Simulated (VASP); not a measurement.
# KCl (Fm-3m) in VASP: notebook

KCl is run at these levels: PBE, r2SCAN; tasks: single point.

Program: VASP 6.6.1. These are calculated values, not measurements. Logs are shortened: lines on timing, memory, paths and dates and some standing lists are left out, and cuts for length are marked.

**What was measured.**

A printed reference work, monograph reports, for a bulk crystal of KCl: band gap 8.68 eV.

The results are compared with them further down.

**1. The cell of the first run**

It takes space group Fm-3m (No. 225, cubic). Conventional cell: a = 6.290 Å, b = 6.290 Å, c = 6.290 Å, α = 90.00°, β = 90.00°, γ = 90.00°. Within 4.1 Å of K (site symmetry m-3m) lie 6 Cl at 3.14 Å. Within 4.1 Å of Cl (site symmetry m-3m) lie 6 K at 3.14 Å.

**2. Single point, PBE**

The input, INCAR:

```
ALGO = Normal ; EDIFF = 1E-6
ENCUT = 520 ; GGA = PE
ISIF = 2 ; ISMEAR = 0
LASPH = T ; LCHARG = F
LREAL = F ; LWAVE = F
NBANDS = 15 ; NELM = 100
PREC = Accurate ; SIGMA = 0.01
```

The input, KPOINTS:

```
k-points
0
Gamma
  8 8 8
```

The input, POSCAR:

```
KCl
1.0
    0.0000000000      3.1448471098      3.1448471098
    3.1448471098      0.0000000000      3.1448471098
    3.1448471098      3.1448471098      0.0000000000
K Cl
1 1
Direct
    0.0000000000      0.0000000000      0.0000000000
    0.5000000000      0.5000000000      0.5000000000
```

Potentials or basis: VASP PAW PBE potentials, release 64 (K_sv, Cl).

Launch:

```sh
> cat potpaw_PBE.64/K_sv/POTCAR potpaw_PBE.64/Cl/POTCAR > POTCAR
> mpirun -np 1 vasp_std > vasp.out
```

OUTCAR:

```text
EDIFF = 1E-6
   ENCUT = 520
   GGA = PE
   ISIF = 2
   ISMEAR = 0
   LASPH = T
   LREAL = F
   NELM = 100
   PREC = Accurate

 ion  position               nearest neighbor table
   1  0.000  0.000  0.000-   2 3.14   2 3.14   2 3.14   2 3.14   2 3.14   2 3.14
   2  0.500  0.500  0.500-   1 3.14   1 3.14   1 3.14   1 3.14   1 3.14   1 3.14

  LATTYP: Found a face centered cubic cell.
 ALAT       =     6.2896942196

  Lattice vectors:

 A1 = (   0.0000000000,   3.1448471098,   3.1448471098)
 A2 = (   3.1448471098,   0.0000000000,   3.1448471098)
 A3 = (   3.1448471098,   3.1448471098,   0.0000000000)

Analysis of symmetry for initial positions (statically):
=====================================================================
 Subroutine PRICEL returns:
 Original cell was already a primitive cell.

 Routine SETGRP: Setting up the symmetry group for a
 face centered cubic supercell.

 Subroutine GETGRP returns: Found 48 space group operations
 (whereof 48 operations were pure point group operations)
 out of a pool of 48 trial point group operations.

The static configuration has the point symmetry O_h .

Analysis of symmetry for dynamics (positions and initial velocities):
=====================================================================
 Subroutine PRICEL returns:
 Original cell was already a primitive cell.

 Routine SETGRP: Setting up the symmetry group for a
 face centered cubic supercell.

 Subroutine GETGRP returns: Found 48 space group operations
 (whereof 48 operations were pure point group operations)
 out of a pool of 48 trial point group operations.

The dynamic configuration has the point symmetry O_h .

 Subroutine INISYM returns: Found 48 space group operations
 (whereof 48 operations are pure point group operations),
 and found     1 'primitive' translations

----------------------------------------------------------------------------------------

                                     Primitive cell

  volume of cell :      62.2055

  direct lattice vectors                    reciprocal lattice vectors
     0.000000000  3.144847110  3.144847110    -0.158990241  0.158990241  0.158990241
     3.144847110  0.000000000  3.144847110     0.158990241 -0.158990241  0.158990241
     3.144847110  3.144847110  0.000000000     0.158990241  0.158990241 -0.158990241

  length of vectors
     4.447485434  4.447485434  4.447485434     0.275379175  0.275379175  0.275379175

  position of ions in fractional coordinates (direct lattice)
     0.000000000  0.000000000  0.000000000
     0.500000000  0.500000000  0.500000000

  ion indices of the primitive-cell ions
   primitive index   ion index
                 1           1
                 2           2

----------------------------------------------------------------------------------------

 KPOINTS: k-points

Automatic generation of k-mesh.
 Grid dimensions read from file:
 generate k-points for:    8    8    8

 Generating k-lattice:

  Cartesian coordinates                     Fractional coordinates (reciprocal lattice)
    -0.019873780  0.019873780  0.019873780     0.125000000  0.000000000  0.000000000
     0.019873780 -0.019873780  0.019873780     0.000000000  0.125000000  0.000000000
     0.019873780  0.019873780 -0.019873780     0.000000000  0.000000000  0.125000000

  Length of vectors
     0.034422397  0.034422397  0.034422397

  Shift w.r.t. Gamma in fractional coordinates (k-lattice)
     0.000000000  0.000000000  0.000000000

 Subroutine IBZKPT returns following result:
 ===========================================

 Found     29 irreducible k-points:

 Following reciprocal coordinates:
            Coordinates               Weight
  0.000000  0.000000  0.000000      1.000000
  0.125000  0.000000  0.000000      8.000000
  0.250000  0.000000  0.000000      8.000000
  0.375000  0.000000  0.000000      8.000000
  0.500000  0.000000  0.000000      4.000000
  0.125000  0.125000  0.000000      6.000000
[... 16 lines left out ...]
  0.500000  0.250000  0.125000     48.000000
 -0.375000  0.250000  0.125000     24.000000
 [... further k-points ...]
   k-points           NKPTS =     29   k-points in BZ     NKDIM =     29   number of bands    NBANDS=     15
   number of dos      NEDOS =    301   number of ions     NIONS =      2
   total plane-waves  NPLWV =  46656
   dimension x,y,z NGX =    36 NGY =   36 NGZ =   36
   dimension x,y,z NGXF=    72 NGYF=   72 NGZF=   72
   ions per type =               1   1
   NGX,Y,Z   is equivalent  to a cutoff of  13.46, 13.46, 13.46 a.u.
   NGXF,Y,Z  is equivalent  to a cutoff of  26.91, 26.91, 26.91 a.u.
 SYSTEM =  unknown system
   PREC   = accura    normal or accurate (medium, high low for compatibility)
   ISTART =      0    job   : 0-new  1-cont  2-samecut
   ICHARG =      2    charge: 1-file 2-atom 10-const
   ISPIN  =      1    spin polarized calculation?
   LNONCOLLINEAR =      F non collinear calculations
   LSORBIT =      F    spin-orbit coupling
   LASPH  =      T    aspherical Exc in radial PAW
   ENCUT  =  520.0 eV  38.22 Ry    6.18 a.u.   8.27  8.27  8.27*2*pi/ulx,y,z
   NELM   =    100;   NELMIN=  2; NELMDL= -5     # of ELM steps
   EDIFF  = 0.1E-05   stopping-criterion for ELM
   LREAL  =      F    real-space projection
   EDIFFG = 0.1E-04   stopping-criterion for IOM
   NSW    =      0    number of steps for IOM
   IBRION =     -1    ionic relax: 0-MD 1-quasi-New 2-CG
   NFREE  =      0    steps in history (QN), initial steepest desc. (CG)
   ISIF   =      2    stress and relaxation
   ISYM   =      2    0-nonsym 1-usesym 2-fastsym
   POTIM  = 0.5000    time-step for ionic-motion
   TEBEG  =    0.0;   TEEND  =   0.0 temperature during run
   PSTRESS=    0.0 pullay stress
   NELECT =      16.0000    total number of electrons
   NUPDOWN=      -1.0000    fix difference up-down
   EMIN   =  10.00;   EMAX   =-10.00  energy-range for DOS
   EFERMI =   0.00;   METHOD = LEGACY
   ISMEAR =     0;   SIGMA  =   0.01  broadening in eV -4-tet -1-fermi 0-gaus
   EFERMI_NEDOS =   21; number of points for ismear=-14 and -15
   IALGO  =     38    algorithm
   IMIX   =      4    mixing-type and parameters
     AMIX     =   0.40;   BMIX     =  1.00
     AMIX_MAG =   1.60;   BMIX_MAG =  1.00
  volume/ion in A,a.u.               =      31.10       209.89
  Fermi-wavevector in a.u.,A,eV,Ry     =   1.041131  1.967452 14.748080  1.083953
  Thomas-Fermi vector in A             =   2.175738
   LORBIT       =      0    0 simple, 1 ext, 2 COOP (PROOUT), +10 PAW based schemes
   GGA     = PE    functional components
   LHFCALC =     F    Hartree Fock is set to
   AEXX    =    0.0000 exact exchange contribution
   IVDW    =     0    specifies the selected vdW correction
   LEPSILON=     F    determine dielectric tensor
   LRPA    =     F    only Hartree local field effects (RPA)
 non-spin polarized calculation
 Gauss-broadening in eV      SIGMA  =   0.01
  energy-cutoff  :      520.00
  volume of cell :       62.21
 maximum number of plane-waves:      1700
 NGX is ok and might be reduce to    36
   NGX = 17   NGY = 17   NGZ = 17

 number of electron      16.0000001 magnetization

 Free energy of the ion-electron system (eV)
  ---------------------------------------------------
  ext. energy  EPLUGINS =         0.00000000
  ---------------------------------------------------
  free energy    TOTEN  =        -6.80337186 eV

  energy without entropy =       -6.80337186  energy(sigma->0) =       -6.80337186

 E-fermi :  -1.7761     XC(G=0):  -7.5455

 val. band max:       -1.8359442024   @ k =   0.0000   0.0000   0.0000
 cond. band min:       3.3563027324   @ k =   0.0000   0.0000   0.0000
 fundamental gap:      5.1922469348
 Fermi energy:        -1.7760945874

 k-point     1 :       0.0000    0.0000    0.0000
  band No.  band energies     occupation
      1     -29.0302      2.00000
      2     -13.9554      2.00000
      3     -12.4910      2.00000
      4     -12.4910      2.00000
      5     -12.4910      2.00000
      6      -1.8359      2.00000
      7      -1.8359      2.00000
      8      -1.8359      2.00000
      9       3.3563      0.00000
     10       6.5457      0.00000
     11       6.5457      0.00000
     12       6.5457      0.00000
     13       7.4231      0.00000
     14       7.4231      0.00000
     15      11.1520      0.00000

 k-point     2 :       0.1250    0.0000    0.0000
  band No.  band energies     occupation
      1     -29.0287      2.00000
      2     -13.9862      2.00000
      3     -12.4924      2.00000
      4     -12.4924      2.00000
      5     -12.4524      2.00000
      6      -2.0264      2.00000
      7      -1.8867      2.00000
      8      -1.8867      2.00000
      9       3.7312      0.00000
     10       6.4284      0.00000
     11       6.7417      0.00000
     12       6.7417      0.00000
     13       7.6361      0.00000
     14       7.6361      0.00000
     15      11.7300      0.00000

 k-point     3 :       0.2500    0.0000    0.0000
  band No.  band energies     occupation
      1     -29.0249      2.00000
      2     -14.0549      2.00000
      3     -12.4958      2.00000
      4     -12.4958      2.00000
      5     -12.3643      2.00000
      6      -2.4241      2.00000
      7      -2.0045      2.00000
      8      -2.0045      2.00000
      9       4.6152      0.00000
     10       6.3340      0.00000
     11       7.2986      0.00000
     12       7.2986      0.00000
     13       8.2234      0.00000
     14       8.2234      0.00000
     15      11.7894      0.00000
[... 343 lines left out ...]
 k-point    23 :       0.5000    0.2500    0.1250
  band No.  band energies     occupation
      1     -29.0191      2.00000
      2     -14.0494      2.00000
      3     -12.5438      2.00000
      4     -12.5145      2.00000
      5     -12.3487      2.00000
      6      -2.6468      2.00000
      7      -2.1778      2.00000
      8      -2.1303      2.00000
      9       5.7956      0.00000
     10       6.1260      0.00000
     11       8.1850      0.00000
     12       8.4482      0.00000
     13       8.8476      0.00000
     14       9.3028      0.00000
     15      10.0449      0.00000

 k-point    24 :      -0.3750    0.2500    0.1250
  band No.  band energies     occupation
      1     -29.0179      2.00000
      2     -14.0536      2.00000
      3     -12.5457      2.00000
      4     -12.5238      2.00000
      5     -12.3399      2.00000
      6      -2.6783      2.00000
      7      -2.2385      2.00000
      8      -2.1681      2.00000
      9       6.0211      0.00000
     10       6.5124      0.00000
     11       8.2475      0.00000
     12       8.3300      0.00000
     13       9.1060      0.00000
     14       9.9772      0.00000
     15       9.9979      0.00000

 [... further k-points ...]

------------------------ aborting loop because EDIFF is reached ----------------------------------------

  FORCE on cell =-STRESS in cart. coord.  units (eV):
  Direction    XX          YY          ZZ          XY          YZ          ZX
  --------------------------------------------------------------------------------------
  -------------------------------------------------------------------------------------
  Total        0.3162357      0.3162357      0.3162357      0.0000000     -0.0000000      0.0000000
  in kB        8.1450328      8.1450328      8.1450328      0.0000000     -0.0000000      0.0000000
  external PRESSURE =       8.1450328 kB  Pullay stress =       0.0000000 kB

 VOLUME and BASIS-vectors are now :
 -----------------------------------------------------------------------------
  energy-cutoff  :      520.00
  volume of cell :       62.21
      direct lattice vectors                 reciprocal lattice vectors
     0.000000000  3.144847110  3.144847110    -0.158990241  0.158990241  0.158990241
     3.144847110  0.000000000  3.144847110     0.158990241 -0.158990241  0.158990241
     3.144847110  3.144847110  0.000000000     0.158990241  0.158990241 -0.158990241

 POSITION                                       TOTAL-FORCE (eV/Angst)
 -----------------------------------------------------------------------------------
      0.00000      0.00000      0.00000         0.000000      0.000000      0.000000
      3.14485      3.14485      3.14485        -0.000000     -0.000000     -0.000000
 -----------------------------------------------------------------------------------
    total drift:                                0.000000      0.000000      0.000000

  FREE ENERGIE OF THE ION-ELECTRON SYSTEM (eV)
  ---------------------------------------------------
  free  energy   TOTEN  =        -6.8033718619 eV

  energy  without entropy=       -6.8033718619  energy(sigma->0) =       -6.80337186
```

Wall time 11 s (1 thread of Intel Xeon 6975P-C (Granite Rapids), shared host); peak memory 0.2 GiB.

Results:

```yaml
Free_energy: -6.8034 eV
Pressure: 0.8 GPa
Band_gap_on_the_k_mesh: 5.19 eV
```

**3. Single point, r2SCAN**

POSCAR is that of step 2.

The input, INCAR.step1:

```
  ALGO = Normal
  EDIFF = 1E-4
  ENCUT = 520
  GGA = PE
  ISMEAR = 0
  LASPH = True
  LCHARG = False
  LREAL = False
  LWAVE = True
  NBANDS = 15
  NELM = 100
  PREC = Accurate
  SIGMA = 0.01
```

The input, INCAR.step2:

```
  ALGO = Normal
  EDIFF = 1E-6
  ENCUT = 520
  ISIF = 2
  ISMEAR = 0
  ISTART = 1
  LASPH = True
  LCHARG = False
  LMIXTAU = True
  LREAL = False
  LWAVE = False
  METAGGA = R2SCAN
  NBANDS = 15
  NELM = 100
  PREC = Accurate
  SIGMA = 0.01
```

KPOINTS is that of step 2.

Potentials or basis: VASP PAW PBE potentials, release 64 (K_sv, Cl).

Launch:

```sh
> cat potpaw_PBE.64/K_sv/POTCAR potpaw_PBE.64/Cl/POTCAR > POTCAR
> cp INCAR.step1 INCAR
> mpirun -np 1 vasp_std > vasp.out
> cp INCAR.step2 INCAR
> mpirun -np 1 vasp_std > vasp.out
```

It took 49 s on 1 thread of Intel Xeon 6975P-C (Granite Rapids), shared host; peak memory 0.22 GiB.

It converged, with:

```
Free energy            : -16.5065 eV
Pressure               : 0.0 GPa
Band gap on the k mesh : 5.84 eV
```

Levels at points of the mesh, in eV from the valence-band top:
| k point | band 4 | band 5 | band 6 | band 7 | band 8 | band 9 | band 10 | band 11 | band 12 | band 13 |
| --- | --- | --- | --- | --- | --- | --- | --- | --- | --- | --- |
| (0.00, 0.00, 0.00) | -10.96 | -10.96 | 0.00 | 0.00 | 0.00 | 5.84 | 9.03 | 9.03 | 9.03 | 10.08 |
| (0.50, 0.00, 0.00) | -10.96 | -10.73 | -1.05 | -0.32 | -0.32 | 8.14 | 9.25 | 11.33 | 11.33 | 12.19 |
| (0.50, 0.50, 0.00) | -11.01 | -11.01 | -0.67 | -0.23 | -0.23 | 7.03 | 9.22 | 10.70 | 11.11 | 11.57 |

Caveat: the PAW data sets were made with another functional, which shifts forces and pressure a little.

**4. Comparison with measurements**

Step 2. A measured gap of KCl is 8.68 eV (a printed reference work, monograph); the calculated 5.19 eV misses it by -3.49 eV. The value is that of PBE on a finite k mesh, which can miss the band edges, without temperature or zero-point motion. Semilocal functionals fall short of measured gaps as a rule.

Step 3. Measured gap of KCl: 8.68 eV (a printed reference work, monograph). This calculation gives 5.84 eV (-2.84 eV). The value is that of r2SCAN on a finite k mesh, which can miss the band edges, without temperature or zero-point motion.
